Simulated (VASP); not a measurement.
Output of a VASP run:

OSZICAR:
```
       N       E                     dE             d eps       ncg     rms          rms(c)
DAV:   1     0.156823953387E+02    0.15682E+02   -0.38129E+03   522   0.996E+02
DAV:   2    -0.291169328870E+02   -0.44799E+02   -0.43608E+02   711   0.145E+02
DAV:   3    -0.309734912265E+02   -0.18566E+01   -0.18543E+01   670   0.340E+01
DAV:   4    -0.310271510423E+02   -0.53660E-01   -0.53616E-01   786   0.590E+00
DAV:   5    -0.310280810649E+02   -0.93002E-03   -0.92993E-03   685   0.741E-01    0.262E+00
DAV:   6    -0.296730953810E+02    0.13550E+01   -0.32578E-01   744   0.482E+00    0.230E+00
DAV:   7    -0.296954600913E+02   -0.22365E-01   -0.13181E-01   583   0.379E+00    0.247E-01
DAV:   8    -0.298283291239E+02   -0.13287E+00   -0.18482E-01   564   0.393E+00    0.185E-01
DAV:   9    -0.296027445279E+02    0.22558E+00   -0.46103E-02   541   0.267E+00    0.259E-01
DAV:  10    -0.295890004762E+02    0.13744E-01   -0.82960E-03   586   0.136E+00    0.192E-01
DAV:  11    -0.296917680047E+02   -0.10277E+00   -0.40661E-02   524   0.274E+00    0.129E-01
DAV:  12    -0.296892727569E+02    0.24952E-02   -0.57610E-03   528   0.104E+00    0.121E-01
DAV:  13    -0.296948981378E+02   -0.56254E-02   -0.35954E-03   535   0.791E-01    0.659E-02
DAV:  14    -0.296944514434E+02    0.44669E-03   -0.73873E-05   696   0.114E-01    0.680E-02
DAV:  15    -0.296932701114E+02    0.11813E-02   -0.49879E-04   558   0.348E-01    0.326E-02
DAV:  16    -0.296949993752E+02   -0.17293E-02   -0.37226E-04   529   0.295E-01    0.200E-02
DAV:  17    -0.296949984389E+02    0.93626E-06   -0.13665E-05   711   0.481E-02    0.111E-02
DAV:  18    -0.296950166820E+02   -0.18243E-04   -0.14664E-05   556   0.545E-02    0.837E-03
DAV:  19    -0.296950169249E+02   -0.24296E-06   -0.72171E-06   550   0.382E-02    0.548E-03
DAV:  20    -0.296950243404E+02   -0.74155E-05   -0.28584E-06   548   0.288E-02    0.154E-03
DAV:  21    -0.296950236534E+02    0.68706E-06   -0.32136E-07   793   0.740E-03    0.633E-04
DAV:  22    -0.296950220982E+02    0.15552E-05   -0.14627E-07   556   0.549E-03    0.993E-04
DAV:  23    -0.296950220081E+02    0.90114E-07   -0.47518E-08   523   0.301E-03
   1 F= -.29695022E+02 E0= -.29695022E+02  d E =-.564620E-17
```

File OUTCAR:
```
------------------------ aborting loop because EDIFF is reached ----------------------------------------
  FORCE on cell =-STRESS in cart. coord.  units (eV):
  Direction    XX          YY          ZZ          XY          YZ          ZX
  --------------------------------------------------------------------------------------
  Total       -0.2003964     -0.2003964     -0.2003964     -0.0000000      0.0000000      0.0000000
  in kB       -5.7863549     -5.7863549     -5.7863549     -0.0000000      0.0000000      0.0000000
  external PRESSURE =      -5.7863549 kB  Pullay stress =       0.0000000 kB
  volume of cell :       55.49
      direct lattice vectors                 reciprocal lattice vectors
     0.000000000  3.027297953  3.027297953    -0.165163789  0.165163789  0.165163789
     3.027297953  0.000000000  3.027297953     0.165163789 -0.165163789  0.165163789
     3.027297953  3.027297953  0.000000000     0.165163789  0.165163789 -0.165163789
 POSITION                                       TOTAL-FORCE (eV/Angst)
 -----------------------------------------------------------------------------------
      0.00000      0.00000      0.00000        -0.000000     -0.000000     -0.000000
      3.02730      3.02730      3.02730         0.000000      0.000000      0.000000
 -----------------------------------------------------------------------------------
    total drift:                                0.000000     -0.000000      0.000000
  FREE ENERGIE OF THE ION-ELECTRON SYSTEM (eV)
  ---------------------------------------------------
  free  energy   TOTEN  =       -29.6950220081 eV

  energy  without entropy=      -29.6950220081  energy(sigma->0) =      -29.69502201
```
(Selected blocks of OUTCAR.)

**POSCAR**
```
LiI
1
    0.0000000000     3.0272979533     3.0272979533
    3.0272979533     0.0000000000     3.0272979533
    3.0272979533     3.0272979533     0.0000000000
Li I
1 1
Direct
  1.0000000000   0.0000000000   0.0000000000
  0.5000000000   0.5000000000   0.5000000000
```

**Question.** Write an INCAR and KPOINTS that could have produced this output.

**Answer.** Several could match; the one computed here: the input of the run itself, r2SCAN meta-GGA, plane waves, VASP's PBE PAW potentials (set 64).

### INCAR
```
# general
SYSTEM =LiI
PREC   =Accurate
ENCUT  =520
LREAL  =.FALSE.
LASPH  =.TRUE.

# electronic loop
EDIFF  =1E-7
NELM   =100
ALGO   =Normal
LMAXMIX=4
LMIXTAU=.TRUE.

# smearing
ISMEAR =0
SIGMA  =0.05

# functional
METAGGA=R2SCAN

# ions
ISIF   =2

# output
LWAVE  =.FALSE.
LCHARG =.FALSE.
```

KPOINTS:
```
kpoints
0
Gamma
  8 8 8
0 0 0
```

POTCAR, in this order: Li_sv I (PBE.64 set). Program: vasp_std.

The compound is LiI in the rock salt structure. This cell is one point of a volume scan, at 1.03 of the reference volume.
